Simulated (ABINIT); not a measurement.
Runs of ABINIT 10.8.3 (patched build) on Rh. The structure is cubic, space group Fm-3m (No. 225). Conventional cell: a = 3.796 Å, b = 3.796 Å, c = 3.796 Å, α = 90.00°, β = 90.00°, γ = 90.00°. Rh (site symmetry m-3m) is surrounded by 12 Rh at 2.68 Å. 

```tsv
task	level	potentials or basis	spin	k mesh	cutoff (eV)	fine-grid cutoff	dispersion computed by	mesh quality	gap on the mesh (eV)	pressure (GPa)	V0 of scaled cells (Å³/atom)	B0 (GPa)
equation of state	revPBE+D3(BJ)	JTH PAW PBE v2.0	off	12 × 12 × 12	435	870.764 eV	-	not flagged	-	-	13.44	287
equation of state	LDA-PZ	JTH PAW LDA v2.0	off	12 × 12 × 12	544	1088.46 eV	-	not flagged	-	-	(a)	316
band structure	r2SCAN	JTH PAW PBE v2.0	off	12 × 12 × 12	517	1034.03 eV	-	not flagged	none	1.8	-	-
band structure	BLYP	JTH PAW PBE v2.0	off	12 × 12 × 12	435	870.764 eV	-	not flagged	none	(b)	-	-
band structure	RPBE	JTH PAW PBE v2.0	off	12 × 12 × 12	435	870.764 eV	-	not flagged	none	11.3	-	-
equation of state	LDA	JTH PAW LDA v2.0	off	12 × 12 × 12	707	1306.15 eV	-	not flagged	-	-	13.22	320
band structure	PBEsol	JTH PAW PBE v2.0	SOC, no magnetisation	12 × 12 × 12	435	870.764 eV	-	not flagged	none	-3.5	-	-
equation of state	revPBE	JTH PAW PBE v2.0	off	12 × 12 × 12	435	870.764 eV	-	not flagged	-	-	14.23	237
band structure	LDA	JTH PAW LDA v2.0	SOC, no magnetisation	12 × 12 × 12	544	1088.46 eV	-	not flagged	none	-9.5	-	-
band structure	r2SCAN	JTH PAW LDA v2.0	off	12 × 12 × 12	653	1251.72 eV	-	not flagged	none	0.7	-	-
single point	PBEsol	JTH PAW PBE v2.0	off	5 × 5 × 5	435	870.764 eV	-	coarse	none	-0.7	-	-
```

Alike in all rows: cell as given; smearing fermi-dirac 0.05 eV.

**Question.** Fill in the values left out.

**Answer.** (a) 13.23; (b) 21.3.

Caveats: some runs use coarse meshes; the PAW data sets were made with another functional, which shifts forces and pressure a little (some runs); pressures at fixed basis lie under the slope of the energies (some runs); so large a pressure means that the cell lies far from this level's equilibrium, or that cutoff or potentials fall short (some runs); the potentials were made for another functional, which shifts forces and pressure (some runs).

A k mesh can miss the band edges, and rows without SOC leave out spin-orbit coupling on Rh.

A gap of «none» marks a metal or a gap under the smearing width.

Runs at the PBE level aren't shown here.
